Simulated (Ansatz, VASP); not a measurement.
# CdS in VASP and in Ansatz

File POSCAR:

```
CdS
1.0
    0.0000000000      2.7269062253      2.7269062253
    2.7269062253      0.0000000000      2.7269062253
    2.7269062253      2.7269062253      0.0000000000
Cd S
1 1
Direct
   -0.0042461853      0.0042461853      0.0127385560
    0.5148886675      0.4851113325      0.4553339976
```

The input INCAR.step1:

```
PREC = Accurate
ENCUT = 520
ISMEAR = 0
SIGMA = 0.05
LREAL = F
LASPH = T
NELM = 100
NBANDS = 16
GGA = PE
ALGO = Normal
EDIFF = 1E-4
LWAVE = T
LCHARG = F
```

The input INCAR.step2:

```
PREC = Accurate
ENCUT = 520
EDIFF = 1E-6
ISMEAR = 0
SIGMA = 0.05
LREAL = F
LASPH = T
NELM = 100
ALGO = Normal
ISIF = 2
LWAVE = F
LCHARG = T
METAGGA = R2SCAN
LMIXTAU = T
LELF = T
LVHAR = T
NBANDS = 16
ISTART = 1
```

KPOINTS

```
Automatic mesh
0
Gamma
  8 8 8
```

Input for Ansatz:

```yaml
crystal:
  lattice:
    - [0.0, 2.7269062253, 2.7269062253]
    - [2.7269062253, 0.0, 2.7269062253]
    - [2.7269062253, 2.7269062253, 0.0]
  atoms:
    - { symbol: Cd, position: [-0.0042461853, 0.0042461853, 0.012738556] }
    - { symbol: S, position: [0.5148886675, 0.4851113325, 0.4553339976] }
basis:
  ecutwfc: 500
kpoints:
  mp_grid: { grid: [8, 8, 8] }
hamiltonian:
  xc: r2scan
scf:
  occupations: { method: gaussian, width: 0.05 }
output:
  forces: true
  stress: true
  eigenvalues: true
```

Change from the starting cell: mode 4 frozen in at -0.162 Å and mode 5 at -0.081 Å (largest displacements).

Alike in both runs: task single point; functional r2SCAN; k mesh 8 × 8 × 8; occupations gaussian, width 0.05 eV; no spin polarisation.

|  | VASP | Ansatz |
| --- | --- | --- |
| version | VASP 6.6.1 | Ansatz 0.2.0 |
| potentials or method | VASP PAW PBE potentials, release 64 (Cd, S) | scalar-relativistic, plane waves, PAW |
| plane-wave cutoff (eV) | 520 | 500 |
| valence electrons in the cell | 18 | 26 |

VASP gave:

* gap on the k mesh at the Fermi level (eV): 0.84
* least direct gap on the mesh (eV): 2.26
* pressure (GPa): 2.1
* largest component of the traceless stress (GPa): 2.78
* rms of the force components (eV/Å): 0.319

Question: Estimate Ansatz's values.

Answer: gap on the k mesh at the Fermi level (eV): 0.86; least direct gap on the mesh (eV): 2.30; pressure (GPa): 1.6; largest component of the traceless stress (GPa): 2.72; rms of the force components (eV/Å): 0.307.

Atom by atom the forces differ by 0.012 eV/Å (rms over components). The two sets of potentials don't hold the same shells in valence.

Caveats: the PAW data sets were made with another functional, which shifts forces and pressure a little (VASP). A k mesh can miss the band edges.
